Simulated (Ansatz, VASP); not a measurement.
# MgS: VASP beside Ansatz

The input INCAR:

```
SYSTEM = MgS
  ALGO = Normal
  EDIFF = 1E-7
  ENCUT = 520
  GGA = PE
  ISIF = 2
  ISMEAR = 0
  LASPH = .TRUE.
  LCHARG = .TRUE.
  LELF = .TRUE.
  LREAL = .FALSE.
  LVHAR = .TRUE.
  LWAVE = .FALSE.
  NBANDS = 11
  NELM = 100
  PREC = Accurate
  SIGMA = 0.05
```

The input KPOINTS:

```
k-points
0
G
  4 4 4
  0 0 0
```

The input POSCAR:

```
MgS
1.0
    0.0000000000      2.6016508254      2.6016508254
    2.6016508254      0.0000000000      2.6016508254
    2.6016508254      2.6016508254      0.0000000000
Mg S
1 1
Direct
    0.0000000000      0.0000000000      0.0000000000
    0.5000000000      0.5000000000      0.5000000000
```

Input for Ansatz:

```yaml
crystal:
  lattice:
    - [0.0, 2.6016508254, 2.6016508254]
    - [2.6016508254, 0.0, 2.6016508254]
    - [2.6016508254, 2.6016508254, 0.0]
  atoms:
    - { symbol: Mg, position: [0.0, 0.0, 0.0] }
    - { symbol: S, position: [0.5, 0.5, 0.5] }
basis:
  ecutwfc: 420
  ecutrho_ratio: 4
kpoints:
  mp_grid: { grid: [4, 4, 4] }
hamiltonian:
  xc: pbe
scf:
  occupations: { method: gaussian, width: 0.05 }
output:
  forces: true
  stress: true
  eigenvalues: true
  populations: true
  write_density: true
  write_potential: true
  elf: true
  volumetric_format: npy
```

Alike in both runs: task single point; functional PBE; k mesh 4 × 4 × 4; occupations gaussian, width 0.05 eV; no spin polarisation.

```csv
,VASP,Ansatz
version,VASP 6.6.1,Ansatz 0.2.0
potentials or method,"VASP PAW PBE potentials, release 64 (Mg, S)","scalar-relativistic, plane waves, PAW"
plane-wave cutoff (eV),520,420
valence electrons in the cell,8,16
```

```tsv
	VASP	Ansatz	Ansatz less VASP
gap on the k mesh at the Fermi level (eV)	2.75	2.77	+0.015
least direct gap on the mesh (eV)	3.70	3.71	+0.012
pressure (GPa)	1.2	1.5	+0.30
```

The two sets of potentials don't hold the same shells in valence.

Caveats: the k mesh is coarse (spacing up to 0.52 Å⁻¹), so the values aren't converged. A k mesh can miss the band edges.
